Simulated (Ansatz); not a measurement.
Relaxed (111) slab cut from CdTe (space group F-43m (No. 216)); the slab's formula is CdTe, its outer planes Cd (top) and Te (bottom):

```yaml
crystal:
  lattice:
    - [4.67919, 0.00000, 0.00000]
    - [-2.33959, 4.05230, 0.00000]
    - [0.00000, 0.00000, 23.59622]
  atoms:
    - { symbol: Te, position: [0.00000, 0.00000, 0.31924] }
    - { symbol: Cd, position: [0.33333, 0.66667, 0.35313] }
    - { symbol: Te, position: [0.33333, 0.66667, 0.48586] }
    - { symbol: Cd, position: [0.66667, 0.33333, 0.51775] }
    - { symbol: Te, position: [0.66667, 0.33333, 0.65206] }
    - { symbol: Cd, position: [0.00000, 0.00000, 0.67196] }
```

All numbers below come from DFT PBE, scalar-relativistic, plane waves, PAW in Ansatz. Cutoff 420 eV; k points 9×9×1 on the computed 6-atom cell (Γ-centred); Gaussian smearing, width 0.05 eV; no spin polarisation. A dipole correction removes the field between periodic images along c.

The potential is the smooth part; its values at the atoms depend on the PAW datasets.

Problem. How does the plane-averaged electrostatic potential energy of an electron run along c, counted from the Fermi level?

Solution. (z (Å), V (eV)): (2.65, 5.95), (2.95, 5.95), (3.24, 5.95), (3.54, 5.95), (3.83, 5.95), (4.13, 5.95), (4.42, 5.94), (4.72, 5.93), (5.01, 5.91), (5.31, 5.86), (5.60, 5.74), (5.90, 5.48), (6.19, 4.89), (6.49, 3.54), (6.78, 1.20), (7.08, 0.46), (7.37, 0.85), (7.67, -0.88), (7.96, -3.93), (8.26, -4.80), (8.55, -2.59), (8.85, -0.22), (9.14, 1.93), (9.44, 3.52), (9.73, 4.04), (10.03, 3.90), (10.32, 2.99), (10.62, 0.78), (10.91, -0.73), (11.21, -0.44), (11.50, -1.36), (11.80, -4.27), (12.09, -6.07), (12.39, -4.52), (12.68, -1.89), (12.98, 0.34), (13.27, 2.12), (13.57, 2.79), (13.86, 2.76), (14.16, 2.03), (14.45, 0.02), (14.75, -2.34), (15.04, -3.18), (15.34, -3.62), (15.63, -5.60), (15.93, -7.19), (16.22, -5.52), (16.52, -2.10), (16.81, 0.50), (17.11, 1.85), (17.40, 2.42), (17.70, 2.69), (17.99, 2.82), (18.29, 2.88), (18.58, 2.91), (18.88, 2.92), (19.17, 2.93), (19.47, 2.93), (19.76, 2.93), (20.06, 2.93), (20.35, 2.93), (20.65, 2.93)

The vacuum level lies 2.94 eV (top face) and 5.95 eV (bottom face) above the Fermi level.

Spin-orbit coupling is left out, which matters for the bands of heavy elements.

Cost: 1 run of about 4.5 core-minutes, on Intel Xeon Processor @ 2.50GHz (Skylake/Cascade Lake) (shared hosts).